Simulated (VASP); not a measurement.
# CrCuO2 (R-3m) in VASP: further runs

One crystal, CrCuO2, is run at these levels: PBEsol, PBE; tasks: equation of state.

Program: VASP 6.6.1. These are calculated values, not measurements. Logs are shortened: lines on timing, memory, paths and dates and some standing lists are left out, and cuts for length are marked.

**1. The crystal as given**

Symmetry: R-3m, No. 166, trigonal system. Conventional cell: a = 2.973 Å, b = 2.973 Å, c = 17.100 Å, α = 90.00°, β = 90.00°, γ = 120.00°. Around Cu (site symmetry -3m) lie 2 O at 1.85 Å. Cr (site symmetry -3m) has 6 O at 1.99 Å as nearest neighbours. O (site symmetry 3m) is surrounded by 1 Cu at 1.85 Å and 3 Cr at 1.99 Å.

**2. Equation of state, PBEsol, collinear spin, ferromagnetic start, 10.26 Å³/atom (volume scaled by 0.94)**

File INCAR:

```
SYSTEM = CrCuO2
  PREC = Accurate
  ENCUT = 520
  EDIFF = 1E-7
  ISMEAR = -1
  SIGMA = 0.05
  LREAL = .FALSE.
  LASPH = .TRUE.
  NELM = 100
  ALGO = Normal
  ISIF = 2
  LWAVE = .FALSE.
  LCHARG = .FALSE.
  ISPIN = 2
  MAGMOM = 0.6 3 0 0
  LORBIT = 11
  LMAXMIX = 4
  GGA = PS
  NBANDS = 30
```

File KPOINTS:

```
regular mesh
0
G
  10 10 10
  0 0 0
```

File POSCAR:

```
CrCuO2
1.0
    1.4563506678      0.8408244501      5.5836408197
   -1.4563506678      0.8408244501      5.5836408197
    0.0000000000     -1.6816489002      5.5836408197
Cu Cr O
1 1 2
Direct
    0.0000000000      0.0000000000      0.0000000000
    0.5000000000      0.5000000000      0.5000000000
    0.8920800000      0.8920800000      0.8920800000
    0.1079200000      0.1079200000      0.1079200000
```

Potentials or basis: VASP PAW PBE potentials, release 64 (Cu, Cr_pv, O).

Run with:

```
cat potpaw_PBE.64/Cu/POTCAR potpaw_PBE.64/Cr_pv/POTCAR potpaw_PBE.64/O/POTCAR > POTCAR
mpirun -np 1 vasp_std > vasp.out
```

OUTCAR:

```text
SYSTEM = CrCuO2
   PREC = Accurate
   ENCUT = 520
   EDIFF = 1E-7
   ISMEAR = -1
   LREAL = .FALSE.
   LASPH = .TRUE.
   NELM = 100
   ISIF = 2
   ISPIN = 2
   LORBIT = 11
   GGA = PS

 Found    116 irreducible k-points:

 Following reciprocal coordinates:
            Coordinates               Weight
  0.000000  0.000000  0.000000      1.000000
  0.100000  0.000000 -0.000000      6.000000
  0.200000  0.000000 -0.000000      6.000000
  0.300000  0.000000  0.000000      6.000000
  0.400000  0.000000  0.000000      6.000000
  0.500000  0.000000  0.000000      3.000000
   k-points           NKPTS =    116   k-points in BZ     NKDIM =    116   number of bands    NBANDS=     30
   number of dos      NEDOS =    301   number of ions     NIONS =      4
   total plane-waves  NPLWV = 110592
   dimension x,y,z NGX =    48 NGY =   48 NGZ =   48
   dimension x,y,z NGXF=    96 NGYF=   96 NGZF=   96
   ions per type =               1   1   2
   NGX,Y,Z   is equivalent  to a cutoff of  13.68, 13.68, 13.68 a.u.
   NGXF,Y,Z  is equivalent  to a cutoff of  27.37, 27.37, 27.37 a.u.
 SYSTEM =  CrCuO2
   PREC   = accura    normal or accurate (medium, high low for compatibility)
   ISTART =      0    job   : 0-new  1-cont  2-samecut
   ICHARG =      2    charge: 1-file 2-atom 10-const
   ISPIN  =      2    spin polarized calculation?
   LNONCOLLINEAR =      F non collinear calculations
   LSORBIT =      F    spin-orbit coupling
   LASPH  =      T    aspherical Exc in radial PAW
   ENCUT  =  520.0 eV  38.22 Ry    6.18 a.u.  10.84 10.84 10.84*2*pi/ulx,y,z
   NELM   =    100;   NELMIN=  2; NELMDL= -5     # of ELM steps
   EDIFF  = 0.1E-06   stopping-criterion for ELM
   LREAL  =      F    real-space projection
   EDIFFG = 0.1E-05   stopping-criterion for IOM
   NSW    =      0    number of steps for IOM
   IBRION =     -1    ionic relax: 0-MD 1-quasi-New 2-CG
   NFREE  =      0    steps in history (QN), initial steepest desc. (CG)
   ISIF   =      2    stress and relaxation
   ISYM   =      2    0-nonsym 1-usesym 2-fastsym
   POTIM  = 0.5000    time-step for ionic-motion
   TEBEG  =    0.0;   TEEND  =   0.0 temperature during run
   PSTRESS=    0.0 pullay stress
   NELECT =      35.0000    total number of electrons
   NUPDOWN=      -1.0000    fix difference up-down
   EMIN   =  10.00;   EMAX   =-10.00  energy-range for DOS
   EFERMI =   0.00;   METHOD = LEGACY
   ISMEAR =    -1;   SIGMA  =   0.05  broadening in eV -4-tet -1-fermi 0-gaus
   EFERMI_NEDOS =   21; number of points for ismear=-14 and -15
   IALGO  =     38    algorithm
   IMIX   =      4    mixing-type and parameters
     AMIX     =   0.40;   BMIX     =  1.00
     AMIX_MAG =   1.60;   BMIX_MAG =  1.00
  volume/ion in A,a.u.               =      10.26        69.21
  Fermi-wavevector in a.u.,A,eV,Ry     =   1.552688  2.934155 32.801466  2.410840
  Thomas-Fermi vector in A             =   2.657027
   LORBIT       =     11    0 simple, 1 ext, 2 COOP (PROOUT), +10 PAW based schemes
   GGA     = PS    functional components
   LHFCALC =     F    Hartree Fock is set to
   AEXX    =    0.0000 exact exchange contribution
   IVDW    =     0    specifies the selected vdW correction
   LEPSILON=     F    determine dielectric tensor
   LRPA    =     F    only Hartree local field effects (RPA)
 spin polarized calculation
  energy-cutoff  :      520.00
  volume of cell :       41.02
 maximum number of plane-waves:      1137
 NGX is ok and might be reduce to    48
   NGX = 21   NGY = 21   NGZ = 21

 number of electron      35.0000010 magnetization       2.9999778

 Free energy of the ion-electron system (eV)
  ---------------------------------------------------
  ext. energy  EPLUGINS =         0.00000000
  ---------------------------------------------------
  free energy    TOTEN  =       -30.58669049 eV

  energy without entropy =      -30.58668014  energy(sigma->0) =      -30.58668532

 E-fermi :   7.2595     XC(G=0): -12.2079

 val. band max:        6.8252405193   @ k =  -0.2000   0.5000   0.2000
 cond. band min:       7.5857455919   @ k =   0.5000   0.0000   0.0000
 fundamental gap:      0.7605050726
 Fermi energy:         7.2594748825

 spin component 1

 k-point     1 :       0.0000    0.0000    0.0000
  band No.  band energies     occupation
      1     -37.4786      1.00000
      2     -37.3963      1.00000
      3     -37.3963      1.00000
      4     -14.1087      1.00000
      5     -12.3778      1.00000
      6      -2.2242      1.00000
[... 21 lines left out ...]
     28      24.1586      0.00000
     29      24.9158      0.00000

 k-point     2 :       0.1000    0.0000   -0.0000
  band No.  band energies     occupation
      1     -37.4742      1.00000
      2     -37.4203      1.00000
      3     -37.4014      1.00000
      4     -13.9932      1.00000
      5     -12.3933      1.00000
      6      -2.0694      1.00000
[... 21 lines left out ...]
     28      23.1326      0.00000
     29      23.5858      0.00000

 k-point     3 :       0.2000    0.0000   -0.0000
  band No.  band energies     occupation
      1     -37.4831      1.00000
      2     -37.4621      1.00000
      3     -37.4150      1.00000
      4     -13.6800      1.00000
      5     -12.4365      1.00000
      6      -1.6485      1.00000
[... 21 lines left out ...]
     28      21.4808      0.00000
     29      22.0156      0.00000

 k-point     4 :       0.3000    0.0000    0.0000
  band No.  band energies     occupation
      1     -37.5592      1.00000
      2     -37.4478      1.00000
      3     -37.4316      1.00000
      4     -13.2663      1.00000
      5     -12.4963      1.00000
      6      -1.1187      1.00000
[... 21 lines left out ...]
     28      20.7728      0.00000
     29      21.2222      0.00000

 k-point     5 :       0.4000    0.0000    0.0000
  band No.  band energies     occupation
      1     -37.6202      1.00000
      2     -37.4451      1.00000
      3     -37.4361      1.00000
      4     -12.8960      1.00000
      5     -12.5591      1.00000
      6      -1.0899      1.00000
[... 21 lines left out ...]
     28      19.9831      0.00000
     29      21.1128      0.00000

 k-point     6 :       0.5000    0.0000    0.0000
  band No.  band energies     occupation
      1     -37.6434      1.00000
      2     -37.4502      1.00000
      3     -37.4316      1.00000
      4     -12.7209      1.00000
      5     -12.6108      1.00000
      6      -1.3006      1.00000
[... 21 lines left out ...]
     28      19.7122      0.00000
     29      21.1366      0.00000

 [... further k-points ...]

 spin component 2

 k-point     1 :       0.0000    0.0000    0.0000
  band No.  band energies     occupation
      1     -34.6023      1.00000
      2     -34.5712      1.00000
      3     -34.5712      1.00000
      4     -13.9700      1.00000
      5     -12.2875      1.00000
      6      -1.8529      1.00000
[... 21 lines left out ...]
     28      24.8408      0.00000
     29      25.2671      0.00000

 k-point     2 :       0.1000    0.0000   -0.0000
  band No.  band energies     occupation
      1     -34.5998      1.00000
      2     -34.5962      1.00000
      3     -34.5770      1.00000
      4     -13.8555      1.00000
      5     -12.3032      1.00000
      6      -1.7054      1.00000
[... 21 lines left out ...]
     28      23.7282      0.00000
     29      23.8531      0.00000

 k-point     3 :       0.2000    0.0000   -0.0000
  band No.  band energies     occupation
      1     -34.6727      1.00000
      2     -34.5923      1.00000
      3     -34.5817      1.00000
      4     -13.5461      1.00000
      5     -12.3463      1.00000
      6      -1.3094      1.00000
[... 21 lines left out ...]
     28      22.1200      0.00000
     29      22.2101      0.00000

 k-point     4 :       0.3000    0.0000    0.0000
  band No.  band energies     occupation
      1     -34.7619      1.00000
      2     -34.6112      1.00000
      3     -34.5632      1.00000
      4     -13.1404      1.00000
      5     -12.4049      1.00000
      6      -0.8205      1.00000
[... 21 lines left out ...]
     28      20.8665      0.00000
     29      22.0093      0.00000

 k-point     5 :       0.4000    0.0000    0.0000
  band No.  band energies     occupation
      1     -34.8330      1.00000
      2     -34.6264      1.00000
      3     -34.5482      1.00000
      4     -12.7831      1.00000
      5     -12.4628      1.00000
      6      -0.6187      1.00000
[... 21 lines left out ...]
     28      20.0755      0.00000
     29      21.9695      0.00000

 k-point     6 :       0.5000    0.0000    0.0000
  band No.  band energies     occupation
      1     -34.8599      1.00000
      2     -34.6322      1.00000
      3     -34.5424      1.00000
      4     -12.6237      1.00000
      5     -12.5024      1.00000
      6      -0.8083      1.00000
[... 21 lines left out ...]
     28      19.8054      0.00000
     29      22.0443      0.00000

 [... further k-points ...]

 [bands above 29 left out]

------------------------ aborting loop because EDIFF is reached ----------------------------------------

  FORCE on cell =-STRESS in cart. coord.  units (eV):
  Direction    XX          YY          ZZ          XY          YZ          ZX
  --------------------------------------------------------------------------------------
  -------------------------------------------------------------------------------------
  Total        2.2593024      2.2593024      3.0591451      0.0000000      0.0000000      0.0000000
  in kB       88.2358224     88.2358224    119.4732412      0.0000000      0.0000000      0.0000000
  external PRESSURE =      98.6482954 kB  Pullay stress =       0.0000000 kB

 VOLUME and BASIS-vectors are now :
 -----------------------------------------------------------------------------
  energy-cutoff  :      520.00
  volume of cell :       41.02
      direct lattice vectors                 reciprocal lattice vectors
     1.456350668  0.840824450  5.583640820     0.343323906  0.198218150  0.059698205
    -1.456350668  0.840824450  5.583640820    -0.343323906  0.198218150  0.059698205
     0.000000000 -1.681648900  5.583640820     0.000000000 -0.396436299  0.059698205

 POSITION                                       TOTAL-FORCE (eV/Angst)
 -----------------------------------------------------------------------------------
      0.00000      0.00000      0.00000        -0.000000     -0.000000     -0.000000
      0.00000      0.00000      8.37546         0.000000     -0.000000      0.000000
      0.00000      0.00000     14.94316         0.000000     -0.000000      0.106730
      0.00000      0.00000      1.80776         0.000000      0.000000     -0.106730
 -----------------------------------------------------------------------------------
    total drift:                                0.000000      0.000000     -0.000000

  FREE ENERGIE OF THE ION-ELECTRON SYSTEM (eV)
  ---------------------------------------------------
  free  energy   TOTEN  =       -30.5866904899 eV

  energy  without entropy=      -30.5866801443  energy(sigma->0) =      -30.58668532

 total charge

# of ion       s       p       d       tot
------------------------------------------
    1        0.458   0.365   9.217  10.040
    2        0.314   6.400   4.197  10.911
    3        1.550   3.517   0.000   5.067
    4        1.550   3.517   0.000   5.067
--------------------------------------------------
tot          3.872  13.799  13.414  31.086

 magnetization (x)

# of ion       s       p       d       tot
------------------------------------------
    1        0.023   0.013   0.010   0.045
    2        0.025   0.028   2.736   2.790
    3       -0.001   0.008   0.000   0.007
    4       -0.001   0.008   0.000   0.007
--------------------------------------------------
tot          0.045   0.057   2.746   2.849
```

Wall time 13 min (1 thread of Intel Xeon Platinum 8488C (Sapphire Rapids), shared host); peak memory 0.55 GiB.

What came out:

- Free energy: -30.5867 eV
- Pressure: 9.9 GPa
- Largest force: 0.107 eV/Å
- Band gap on the k mesh: 0.76 eV, indirect (least direct gap 1.06 eV)
- Net moment: 3.00 μB per cell
- Site moments: Cu +0.04; Cr +2.79; O +0.01 μB
- Valence electrons inside the program's atomic spheres: Cu 10.04; Cr 10.91; O 5.07

Caveat: the PAW data sets were made with another functional, which shifts forces and pressure a little; only a ferromagnetic start was run, and an antiferromagnetic order may lie lower in energy.

**3. Equation of state, PBEsol, collinear spin, ferromagnetic start, 10.47 Å³/atom (volume scaled by 0.96)**

INCAR is that of step 2.

KPOINTS is that of step 2.

File POSCAR:

```
CrCuO2
1.0
    1.4666069964      0.8467459441      5.6229635295
   -1.4666069964      0.8467459441      5.6229635295
    0.0000000000     -1.6934918883      5.6229635295
Cu Cr O
1 1 2
Direct
    0.0000000000      0.0000000000      0.0000000000
    0.5000000000      0.5000000000      0.5000000000
    0.8920800000      0.8920800000      0.8920800000
    0.1079200000      0.1079200000      0.1079200000
```

Potentials or basis: VASP PAW PBE potentials, release 64 (Cu, Cr_pv, O).

Run with:

```
cat potpaw_PBE.64/Cu/POTCAR potpaw_PBE.64/Cr_pv/POTCAR potpaw_PBE.64/O/POTCAR > POTCAR
mpirun -np 1 vasp_std > vasp.out
```

Run time: 13 min. Hardware: 1 thread of Intel Xeon Platinum 8488C (Sapphire Rapids), shared host; peak memory 0.56 GiB.

Results (log left out):

```yaml
Free_energy: -30.6284 eV
Pressure: 5.1 GPa
Largest_force: 0.037 eV/Å
Band_gap_on_the_k_mesh: 0.84 eV, indirect (least direct gap 1.15 eV)
Net_moment: 3.00 μB per cell
Site_moments: Cu +0.04; Cr +2.80; O +0.00 μB
Valence_electrons_inside_the_program's_atomic_spheres: Cu 10.01; Cr 10.86; O 5.05
```

Caveat: the PAW data sets were made with another functional, which shifts forces and pressure a little; only a ferromagnetic start was run, and an antiferromagnetic order may lie lower in energy.

**4. Equation of state, PBEsol, collinear spin, ferromagnetic start, 10.69 Å³/atom (volume scaled by 0.98)**

INCAR is that of step 3.

KPOINTS is that of step 3.

File POSCAR:

```
CrCuO2
1.0
    1.4767218470      0.8525857559      5.6617438138
   -1.4767218470      0.8525857559      5.6617438138
    0.0000000000     -1.7051715118      5.6617438138
Cu Cr O
1 1 2
Direct
    0.0000000000      0.0000000000      0.0000000000
    0.5000000000      0.5000000000      0.5000000000
    0.8920800000      0.8920800000      0.8920800000
    0.1079200000      0.1079200000      0.1079200000
```

Run with:

```
cat potpaw_PBE.64/Cu/POTCAR potpaw_PBE.64/Cr_pv/POTCAR potpaw_PBE.64/O/POTCAR > POTCAR
mpirun -np 1 vasp_std > vasp.out
```

Wall time 16 min (1 thread of Intel Xeon Platinum 8488C (Sapphire Rapids), shared host); peak memory 0.55 GiB.

It converged, with:

```yaml
Free_energy: -30.6456 eV
Pressure: 0.8 GPa
Largest_force: 0.027 eV/Å
Band_gap_on_the_k_mesh: 0.92 eV, indirect (least direct gap 1.13 eV)
Net_moment: 3.00 μB per cell
Site_moments: Cu +0.04; Cr +2.81; O -0.00 μB
Valence_electrons_inside_the_program's_atomic_spheres: Cu 9.99; Cr 10.81; O 5.04
```

Caveat: the PAW data sets were made with another functional, which shifts forces and pressure a little; only a ferromagnetic start was run, and an antiferromagnetic order may lie lower in energy.

**5. Equation of state, PBEsol, collinear spin, ferromagnetic start, 11.13 Å³/atom (volume scaled by 1.02)**

INCAR is that of step 4.

KPOINTS is that of step 4.

File POSCAR:

```
CrCuO2
1.0
    1.4965459823      0.8640312257      5.7377494445
   -1.4965459823      0.8640312257      5.7377494445
    0.0000000000     -1.7280624515      5.7377494445
Cu Cr O
1 1 2
Direct
    0.0000000000      0.0000000000      0.0000000000
    0.5000000000      0.5000000000      0.5000000000
    0.8920800000      0.8920800000      0.8920800000
    0.1079200000      0.1079200000      0.1079200000
```

Run with:

```
cat potpaw_PBE.64/Cu/POTCAR potpaw_PBE.64/Cr_pv/POTCAR potpaw_PBE.64/O/POTCAR > POTCAR
mpirun -np 1 vasp_std > vasp.out
```

It took 18 min on 1 thread of Intel Xeon Platinum 8488C (Sapphire Rapids), shared host; peak memory 0.57 GiB.

Results (log left out):

- Free energy: -30.6166 eV
- Pressure: -6.4 GPa
- Largest force: 0.142 eV/Å
- Band gap on the k mesh: 0.94 eV, indirect (least direct gap 1.09 eV)
- Net moment: 3.00 μB per cell
- Site moments: Cu +0.03; Cr +2.83; O -0.01 μB
- Valence electrons inside the program's atomic spheres: Cu 9.94; Cr 10.72; O 5.02

Caveat: the PAW data sets were made with another functional, which shifts forces and pressure a little; only a ferromagnetic start was run, and an antiferromagnetic order may lie lower in energy.

**6. Equation of state, PBEsol, collinear spin, ferromagnetic start, 11.35 Å³/atom (volume scaled by 1.04)**

INCAR is that of step 5.

KPOINTS is that of step 5.

File POSCAR:

```
CrCuO2
1.0
    1.5062640857      0.8696419753      5.7750086018
   -1.5062640857      0.8696419753      5.7750086018
    0.0000000000     -1.7392839506      5.7750086018
Cu Cr O
1 1 2
Direct
    0.0000000000      0.0000000000      0.0000000000
    0.5000000000      0.5000000000      0.5000000000
    0.8920800000      0.8920800000      0.8920800000
    0.1079200000      0.1079200000      0.1079200000
```

Potentials or basis: VASP PAW PBE potentials, release 64 (Cu, Cr_pv, O).

Run with:

```
cat potpaw_PBE.64/Cu/POTCAR potpaw_PBE.64/Cr_pv/POTCAR potpaw_PBE.64/O/POTCAR > POTCAR
mpirun -np 1 vasp_std > vasp.out
```

Run time: 16 min. Hardware: 1 thread of Intel Xeon Platinum 8488C (Sapphire Rapids), shared host; peak memory 0.57 GiB.

The run converged. Its results:

```
Free energy                                           : -30.5747 eV
Pressure                                              : -9.4 GPa
Largest force                                         : 0.193 eV/Å
Band gap on the k mesh                                : 0.92 eV, indirect (least direct gap 1.06 eV)
Net moment                                            : 3.00 μB per cell
Site moments                                          : Cu +0.03; Cr +2.85; O -0.01 μB
Valence electrons inside the program's atomic spheres : Cu 9.92; Cr 10.68; O 5.00
```

Caveat: the PAW data sets were made with another functional, which shifts forces and pressure a little; only a ferromagnetic start was run, and an antiferromagnetic order may lie lower in energy.

**7. Equation of state, PBEsol, collinear spin, ferromagnetic start, 11.57 Å³/atom (volume scaled by 1.06)**

INCAR is that of step 6.

KPOINTS is that of step 6.

File POSCAR:

```
CrCuO2
1.0
    1.5158583831      0.8751812455      5.8117930878
   -1.5158583831      0.8751812455      5.8117930878
    0.0000000000     -1.7503624911      5.8117930878
Cu Cr O
1 1 2
Direct
    0.0000000000      0.0000000000      0.0000000000
    0.5000000000      0.5000000000      0.5000000000
    0.8920800000      0.8920800000      0.8920800000
    0.1079200000      0.1079200000      0.1079200000
```

Run with:

```
cat potpaw_PBE.64/Cu/POTCAR potpaw_PBE.64/Cr_pv/POTCAR potpaw_PBE.64/O/POTCAR > POTCAR
mpirun -np 1 vasp_std > vasp.out
```

Run time: 14 min. Hardware: 1 thread of Intel Xeon Platinum 8488C (Sapphire Rapids), shared host; peak memory 0.57 GiB.

The run converged. Its results:

```yaml
Free_energy: -30.5173 eV
Pressure: -12.1 GPa
Largest_force: 0.241 eV/Å
Band_gap_on_the_k_mesh: 0.89 eV, indirect (least direct gap 1.04 eV)
Net_moment: 3.00 μB per cell
Site_moments: Cu +0.02; Cr +2.86; O -0.02 μB
Valence_electrons_inside_the_program's_atomic_spheres: Cu 9.90; Cr 10.64; O 4.99
```

Caveat: the PAW data sets were made with another functional, which shifts forces and pressure a little; only a ferromagnetic start was run, and an antiferromagnetic order may lie lower in energy.

**8. Equation of state, PBEsol, collinear spin, ferromagnetic start**

This step only gathers the single runs of the series.

What came out:

```
Equilibrium volume                        : 10.75 Å³/atom
Bulk modulus at fixed shape and positions : 192 GPa
Pressure derivative of the bulk modulus   : 4.6
```

Energy against volume, from the lowest point:
| volume (Å³/atom) | energy (meV/atom) |
| --- | --- |
| 10.256 | 14.73 |
| 10.474 | 4.30 |
| 10.692 | 0.00 |
| 10.911 | 1.18 |
| 11.129 | 7.26 |
| 11.347 | 17.73 |
| 11.565 | 32.08 |

Caveat: the cell was scaled at fixed shape and fractional positions, which overstates the stiffness of a crystal with free parameters, most of all of layers and chains; the PAW data sets were made with another functional, which shifts forces and pressure a little.

(Part 1 of 2 ends here.)
